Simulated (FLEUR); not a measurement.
A run of FLEUR MaX-R8.1 (later development tree) is set up as follows.

The input inp.xml:

```xml
<?xml version="1.0" encoding="UTF-8" standalone="no"?>
<fleurInput fleurInputVersion="0.39">
   <comment>
      Ga                                                                                                  
   </comment>
   <calculationSetup>
      <cutoffs Kmax="4.14" Gmax="12.8" GmaxXC="12.8" numbands="0"/>
      <scfLoop itmax="80" minDistance="0.0001" maxIterBroyd="30" imix="Anderson" alpha="0.05" precondParam="0.0" spinf="2.0" sdNocoIR="T"/>
      <coreElectrons ctail="F" frcor="F" kcrel="0" coretail_lmax="0"/>
      <xcFunctional name="LibXC" relativisticCorrections="F">
         <LibXCName exchange="mgga_x_r2scan" correlation="mgga_c_r2scan"/>
         <AuxGGA exchange="117" correlation="130"/>
      </xcFunctional>
      <magnetism jspins="1"/>
      <soc l_soc="F" theta="0.0" phi="0.0" spav="F"/>
      <expertModes spex="0" secvar="F"/>
      <geometryOptimization l_f="F" forcealpha="1.0" forcemix="BFGS" epsdisp="0.00001" epsforce="0.00001"/>
      <ldaU l_linMix="F" mixParam="0.05" spinf="1.0"/>
   </calculationSetup>
   <cell>
      <bzIntegration valenceElectrons="42.0" mode="hist" fermiSmearingEnergy="0.00183747">
         <kPointListSelection listName="default-1"/>
         <!-- k-points included here -->
         <xi:include xmlns:xi="http://www.w3.org/2001/XInclude" href="kpts.xml"> </xi:include>
      </bzIntegration>
      <!-- symmetry operations included here -->
      <xi:include xmlns:xi="http://www.w3.org/2001/XInclude" href="sym.xml"> </xi:include>
      <bulkLattice scale="1.0">
         <bravaisMatrix>
            <row-1>    5.2504567990011290     0.0000000000000000     0.0000000000000000</row-1>
            <row-2>    0.0000000000000000     6.2013418611799951     0.0000000000000000</row-2>
            <row-3>   -2.5387168436244982     0.0000000000000000     7.5405234655447311</row-3>
         </bravaisMatrix>
      </bulkLattice>
   </cell>
   <atomSpecies>
      <species name="Gallium (Ga)" element="Ga" atomicNumber="31">
         <mtSphere radius="2.37" gridPoints="783" logIncrement="0.016"/>
         <atomicCutoffs lmax="9" lnonsphr="9"/>
         <electronConfig flipSpins="F">
            <coreConfig>(1s1/2) (2s1/2) (2p1/2) (2p3/2)</coreConfig>
            <valenceConfig>(3s1/2) (3p1/2) (3p3/2) (4s1/2) (3d3/2) (3d5/2) (4p1/2) (4p3/2)</valenceConfig>
            <stateOccupation state="(4p1/2)" spinUp="0.166667" spinDown="0.166667"/>
            <stateOccupation state="(4p3/2)" spinUp="0.333333" spinDown="0.333333"/>
         </electronConfig>
         <energyParameters s="4" p="4" d="3" f="4"/>
         <lo type="SCLO" l="0" n="3" eDeriv="0"/>
         <lo type="SCLO" l="1" n="3" eDeriv="0"/>
         <lo type="SCLO" l="1" n="3" eDeriv="1"/>
         <lo type="HELO" l="2" n="4" eDeriv="0"/>
         <lo type="HELO" l="2" n="4" eDeriv="1"/>
         <lo type="SCLO" l="3" n="4" eDeriv="2"/>
      </species>
   </atomSpecies>
   <atomGroups>
      <atomGroup species="Gallium (Ga)">
         <relPos label="                   1">.1345962700 -1.000/4.000 -.2298331700</relPos>
         <relPos label="                   2">-.1345962700 1.000/4.000 .2298331700</relPos>
         <force calculate="T" relaxXYZ="TTT"/>
      </atomGroup>
   </atomGroups>
   <output dos="F" band="F" slice="F">
      <checks vchk="F" cdinf="F"/>
      <bandDOS minEnergy="-.5*Htr" maxEnergy="0.5*Htr" sigma="0.015" storeEVData="T"/>
      <vacuumDOS vacdos="F" integ="F" star="F" nstars="0" locx1="0.0" locy1="0.0" locx2="0.0" locy2="0.0" nstm="0" tworkf="0.0"/>
      <unfoldingBand unfoldBand="F" supercellX="1" supercellY="1" supercellZ="1"/>
      <plotting iplot="0" polar="F">
         <plot TwoD="T" vec1="  1.0  0.0  0.0" vec2="  0.0  1.0  0.0" vec3="  0.0  0.0  1.0" zero="  0.0  0.0  0.0" file="plot"/>
      </plotting>
      <chargeDensitySlicing numkpt="0" minEigenval="0.0" maxEigenval="0.0" nnne="0" pallst="F"/>
      <specialOutput eonly="F"/>
      <moessbauerParams electricFieldGradient="T" isomerShift="T" coreHyperfine="T" valenceHyperfine="T"/>
      <magneticCircularDichroism mcd="F" energyLo="-10.0" energyUp="0.0"/>
   </output>
  <!-- We include the file relax.xml here to enable relaxations (see documentation) -->
  <xi:include xmlns:xi="http://www.w3.org/2001/XInclude" href="relax.xml"> <xi:fallback/> </xi:include>
</fleurInput>
```

The input crystal.txt:

```
Ga
&input cartesian=F /
2.7784220849  0.0000000000  0.0000000000
0.0000000000  3.2816087900  0.0000000000
-1.3434310986  0.0000000000  3.9902731763
1.8897261246
1.0 1.0 1.0

2
31 0.1345962700  0.7500000000  0.7701668300
31 0.8654037300  0.2500000000  0.2298331700

&kpt div1=10 div2=8 div3=7 gamma=T /
```

File inp.xml (bands):

```
<?xml version="1.0" encoding="UTF-8" standalone="no"?>
<fleurInput fleurInputVersion="0.39">
   <comment>
      Ga                                                                                                  
   </comment>
   <calculationSetup>
      <cutoffs Kmax="4.14" Gmax="12.8" GmaxXC="12.8" numbands="0"/>
      <scfLoop itmax="80" minDistance="0.0001" maxIterBroyd="30" imix="Anderson" alpha="0.05" precondParam="0.0" spinf="2.0" sdNocoIR="T"/>
      <coreElectrons ctail="F" frcor="F" kcrel="0" coretail_lmax="0"/>
      <xcFunctional name="LibXC" relativisticCorrections="F">
         <LibXCName exchange="mgga_x_r2scan" correlation="mgga_c_r2scan"/>
         <AuxGGA exchange="117" correlation="130"/>
      </xcFunctional>
      <magnetism jspins="1"/>
      <soc l_soc="F" theta="0.0" phi="0.0" spav="F"/>
      <expertModes spex="0" secvar="F"/>
      <geometryOptimization l_f="F" forcealpha="1.0" forcemix="BFGS" epsdisp="0.00001" epsforce="0.00001"/>
      <ldaU l_linMix="F" mixParam="0.05" spinf="1.0"/>
   </calculationSetup>
   <cell>
      <bzIntegration valenceElectrons="42.0" mode="hist" fermiSmearingEnergy="0.00183747">
         <kPointListSelection listName="path-1"/>
         <!-- k-points included here -->
         <xi:include xmlns:xi="http://www.w3.org/2001/XInclude" href="kpts.xml"> </xi:include>
      </bzIntegration>
      <!-- symmetry operations included here -->
      <xi:include xmlns:xi="http://www.w3.org/2001/XInclude" href="sym.xml"> </xi:include>
      <bulkLattice scale="1.0">
         <bravaisMatrix>
            <row-1>    5.2504567990011290     0.0000000000000000     0.0000000000000000</row-1>
            <row-2>    0.0000000000000000     6.2013418611799951     0.0000000000000000</row-2>
            <row-3>   -2.5387168436244982     0.0000000000000000     7.5405234655447311</row-3>
         </bravaisMatrix>
      </bulkLattice>
   </cell>
   <atomSpecies>
      <species name="Gallium (Ga)" element="Ga" atomicNumber="31">
         <mtSphere radius="2.37" gridPoints="783" logIncrement="0.016"/>
         <atomicCutoffs lmax="9" lnonsphr="9"/>
         <electronConfig flipSpins="F">
            <coreConfig>(1s1/2) (2s1/2) (2p1/2) (2p3/2)</coreConfig>
            <valenceConfig>(3s1/2) (3p1/2) (3p3/2) (4s1/2) (3d3/2) (3d5/2) (4p1/2) (4p3/2)</valenceConfig>
            <stateOccupation state="(4p1/2)" spinUp="0.166667" spinDown="0.166667"/>
            <stateOccupation state="(4p3/2)" spinUp="0.333333" spinDown="0.333333"/>
         </electronConfig>
         <energyParameters s="4" p="4" d="3" f="4"/>
         <lo type="SCLO" l="0" n="3" eDeriv="0"/>
         <lo type="SCLO" l="1" n="3" eDeriv="0"/>
         <lo type="SCLO" l="1" n="3" eDeriv="1"/>
         <lo type="HELO" l="2" n="4" eDeriv="0"/>
         <lo type="HELO" l="2" n="4" eDeriv="1"/>
         <lo type="SCLO" l="3" n="4" eDeriv="2"/>
      </species>
   </atomSpecies>
   <atomGroups>
      <atomGroup species="Gallium (Ga)">
         <relPos label="                   1">.1345962700 -1.000/4.000 -.2298331700</relPos>
         <relPos label="                   2">-.1345962700 1.000/4.000 .2298331700</relPos>
         <force calculate="T" relaxXYZ="TTT"/>
      </atomGroup>
   </atomGroups>
   <output dos="F" band="T" slice="F">
      <checks vchk="F" cdinf="F"/>
      <bandDOS minEnergy="-.5*Htr" maxEnergy="0.5*Htr" sigma="0.015" storeEVData="T"/>
      <vacuumDOS vacdos="F" integ="F" star="F" nstars="0" locx1="0.0" locy1="0.0" locx2="0.0" locy2="0.0" nstm="0" tworkf="0.0"/>
      <unfoldingBand unfoldBand="F" supercellX="1" supercellY="1" supercellZ="1"/>
      <plotting iplot="0" polar="F">
         <plot TwoD="T" vec1="  1.0  0.0  0.0" vec2="  0.0  1.0  0.0" vec3="  0.0  0.0  1.0" zero="  0.0  0.0  0.0" file="plot"/>
      </plotting>
      <chargeDensitySlicing numkpt="0" minEigenval="0.0" maxEigenval="0.0" nnne="0" pallst="F"/>
      <specialOutput eonly="F"/>
      <moessbauerParams electricFieldGradient="T" isomerShift="T" coreHyperfine="T" valenceHyperfine="T"/>
      <magneticCircularDichroism mcd="F" energyLo="-10.0" energyUp="0.0"/>
   </output>
  <!-- We include the file relax.xml here to enable relaxations (see documentation) -->
  <xi:include xmlns:xi="http://www.w3.org/2001/XInclude" href="relax.xml"> <xi:fallback/> </xi:include>
</fleurInput>
```

Potentials or basis: all-electron, FLAPW.

Command:

```console
$ inpgen -f crystal.txt -profile fastHighL
$ # inp.xml edited to the form shown
$ fleur_MPI
$ fleur_MPI   # second run, on inp.xml (bands)
```

**Question.** Predict the band gap along the path.

**Answer.** None (metal or under the smearing width).

Levels at the corners of the path, in eV from the Fermi level:
```tsv
point	band 19	band 20	band 21	band 22	band 23	band 24
Γ	-11.98	-2.30	-1.36	1.86	6.00	9.70
Y	-9.90	-8.90	4.18	5.33	6.58	6.79
H	-5.89	-5.74	-4.11	4.47	5.12	7.06
C	-6.46	-5.54	-1.77	0.13	6.59	7.24
E	-2.96	-2.96	-1.78	-1.78	2.01	2.01
M1	-2.48	-2.48	-2.15	-2.15	0.31	0.31
A	-3.06	-3.06	-1.80	-1.80	2.24	2.24
X	-6.57	-5.55	-1.58	0.39	6.48	6.95
H1	-5.89	-5.74	-4.11	4.47	5.12	7.06
M	-2.48	-2.48	-2.15	-2.15	0.31	0.31
D	-6.30	-6.30	-4.60	-4.60	11.32	11.32
Z	-8.22	-8.22	1.75	1.75	2.96	2.96
Y	-9.90	-8.90	4.18	5.33	6.58	6.79
D	-6.30	-6.30	-4.60	-4.60	11.32	11.32
```

Caveat: the meta-GGA is that of a development version, with a GGA for the radial functions and cores and without core tails.
